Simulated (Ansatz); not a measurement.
Runs of Ansatz 0.2.0 on CuO. The typed cell holds 4 atoms: a = 2.993 Å, b = 2.993 Å, c = 5.184 Å, α = 73.22°, β = 73.22°, γ = 60.00°. The cell comes from a database or a generator and needn't be the stable form of this composition.

| task | level | potentials or basis | U | cell | k mesh | cutoff (eV) | points for each segment of the path | hubbard projectors | double counting | mesh quality | gap on the mesh (eV) | pressure (GPa) | relaxed volume (Å³/atom) | largest force (eV/Å) |
| --- | --- | --- | --- | --- | --- | --- | --- | --- | --- | --- | --- | --- | --- | --- |
| band structure | PBE+U | Ansatz PAW | Cu d U = 5.3 eV | as given | 10 × 10 × 6 | 420 | 14 | ortho-atomic (the default) | fll (the default) | not flagged | none | (b) | - | 1.35 |
| relaxation of cell and atoms | BLYP | Ansatz PAW | - | relaxed | 10 × 10 × 6 | 420 | - | - | - | not flagged | none | 0.0 | 9.98 | - |
| single point | PBE | Ansatz PAW | - | as given | 4 × 4 × 2 | 420 | - | - | - | coarse | none | 5.4 | - | 1.23 |
| relaxation of cell and atoms | LDA | Ansatz PAW | - | relaxed | 10 × 10 × 6 | 420 | - | - | - | not flagged | none | 0.0 | 8.77 | - |
| band structure | PBEsol+U | Ansatz PAW | Cu d U = 4.5 eV | as given | 10 × 10 × 6 | 420 | 14 | ortho-atomic (the default) | fll (the default) | not flagged | none | -1.4 | - | (a) |
| band structure | PBE | Ansatz PAW | - | as given | 10 × 10 × 6 | 420 | 14 | - | - | not flagged | none | 5.6 | - | 1.20 |

Alike in all rows: no spin polarisation; smearing fermi-dirac 0.05 eV.

Fill in the values left out.

(a) 1.25; (b) 8.4.

Caveats: some runs use coarse meshes; the run has no spin polarisation, though such a crystal can be magnetic; forces of over 1 eV/Å show positions far from the minimum, so gaps and moduli don't describe the material at rest (some runs); semilocal functionals often make such compounds metallic where correlation or magnetic order opens a gap, which also shifts bond lengths (some runs); the PAW data sets come from PBE, with cores solved anew for the run's functional, which leaves a small shift of forces and pressure (some runs); U without spin polarisation on a metal has little footing (some runs); the plane-wave basis is chosen anew once the cell has moved, so the energies of steps on either side of that aren't comparable (some runs).

A gap of «none» marks a metal or a gap under the smearing width.
